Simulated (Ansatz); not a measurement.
# MoSe2: the cost of one run

Program: Ansatz 0.2.0. Linear response, PAW datasets, plane waves. The values are computed, spin-unpolarised, and not measurements.

The COD entry's cell or inner coordinates are ideal or old and differ from later refinements, so a difference from it is no clean test against experiment.

### 1 The cell

The cell was relaxed beforehand with r2SCAN+rVV10.

Space group P6_3/mmc (No. 194), hexagonal; conventional cell a = 3.305 Å, c = 13.088 Å, 20.64 Å³ an atom. Around Mo lie 6 Se at 2.53 Å; around Se lie 3 Mo at 2.53 Å.

Structure file:

```cif
data_structure
_symmetry_space_group_name_H-M 'P6_3/mmc'
_symmetry_Int_Tables_number 194
_cell_length_a 3.3054
_cell_length_b 3.3054
_cell_length_c 13.0883
_cell_angle_alpha 90.000
_cell_angle_beta 90.000
_cell_angle_gamma 120.000
_cell_volume 123.84
loop_
_atom_site_label
_atom_site_type_symbol
_atom_site_symmetry_multiplicity
_atom_site_Wyckoff_symbol
_atom_site_fract_x
_atom_site_fract_y
_atom_site_fract_z
_atom_site_occupancy
Mo1 Mo 2 c 0.33333 0.66667 0.25000 1
Se1 Se 4 f 0.33333 0.66667 0.62337 1
```

### 2 Field response with r2SCAN

Contents of input.yaml:

```yaml
crystal:
  lattice:
    - [3.3053911566, 0.0, 0.0]
    - [-1.6526955783, 2.8625527111, 0.0]
    - [0.0, 0.0, 13.0882775239]
  atoms:
    - { symbol: Mo, position: [0.3333333333, 0.6666666667, 0.25] }
    - { symbol: Mo, position: [0.6666666667, 0.3333333333, 0.75] }
    - { symbol: Se, position: [0.3333333333, 0.6666666667, 0.623372745] }
    - { symbol: Se, position: [0.6666666667, 0.3333333333, 0.123372745] }
    - { symbol: Se, position: [0.3333333333, 0.6666666667, 0.876627255] }
    - { symbol: Se, position: [0.6666666667, 0.3333333333, 0.376627255] }
kpoints:
  mp_grid: { grid: [9, 9, 2] }
hamiltonian:
  xc: r2scan
scf:
  occupations: { method: fixed }
dielectric: {}
```

Started as:

```sh
ansatz run input.yaml --threads 4 --pin off --max-ram 9216MiB --backend cpu --events-out ev --progress --plain --runs-dir out
```

**Question.** How long does this run take on 4 threads of Arm Neoverse V1, shared host, and how much memory does it need?

About 3.3 min, with a peak of 2.6 GiB.
